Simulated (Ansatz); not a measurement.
## TaS2, one cell by several methods

```
CELL_PARAMETERS angstrom
3.35000 0.00000 0.00000
-1.67500 2.90119 0.00000
0.00000 0.00000 5.86000
ATOMIC_POSITIONS crystal
Ta 0.00000 0.00000 0.00000
S 0.33333 0.66667 0.25000
S 0.66667 0.33333 0.75000
```

Atoms are numbered in the order listed.

The geometry is COD entry 1537360, unchecked; take it as a test cell. It differs from other determinations.

Spin polarisation is left out, and whether a magnetic state lies lower isn't shown here.

Spin–orbit coupling is left out, though it moves levels of the heavy atoms by tenths of an eV or more.

Levels of theory: DFT, PBE, PAW with Ansatz's default frozen-core files, scalar-relativistic (Ansatz 0.2.0); DFT, PBE, all-electron LAPW, scalar-relativistic (Ansatz 0.2.0).

For PAW: a Γ-centred 8×8×4 k mesh, Fermi–Dirac smearing of 0.02 eV, cutoff 420 eV, no spin polarisation. LAPW targets a basis error of 1 meV/atom. The Ansatz runs share mesh, smearing and spin set-up. Plane-wave (PAW) pressures include the program's estimate of the Pulay term.

Stress and pressure are positive in compression.

Levels count from the Fermi level.

PAW results:

```json
{"quantity": "pressure (GPa)", "PAW": "9.08"}
{"quantity": "stress xx (GPa)", "PAW": "7.60"}
{"quantity": "stress zz (GPa)", "PAW": "12.03"}
{"quantity": "force on S2, z (eV/Å)", "PAW": "1.216"}
{"quantity": "highest filled level at L (eV)", "PAW": "-1.278"}
{"quantity": "lowest empty level at L (eV)", "PAW": "2.422"}
{"quantity": "highest filled level at Γ (eV)", "PAW": "-0.004"}
{"quantity": "lowest empty level at Γ (eV)", "PAW": "0.247"}
{"quantity": "highest filled level at A (eV)", "PAW": "-0.033"}
{"quantity": "lowest empty level at A (eV)", "PAW": "1.209"}
```

(1) What does LAPW (all electrons) give for the same quantities?

Results:

(1) 
| quantity | LAPW |
| --- | --- |
| pressure (GPa) | 9.07 |
| stress xx (GPa) | 7.60 |
| stress zz (GPa) | 12.02 |
| force on S2, z (eV/Å) | 1.214 |
| highest filled level at L (eV) | -1.279 |
| lowest empty level at L (eV) | 2.424 |
| highest filled level at Γ (eV) | -0.003 |
| lowest empty level at Γ (eV) | 0.245 |
| highest filled level at A (eV) | -0.032 |
| lowest empty level at A (eV) | 1.204 |
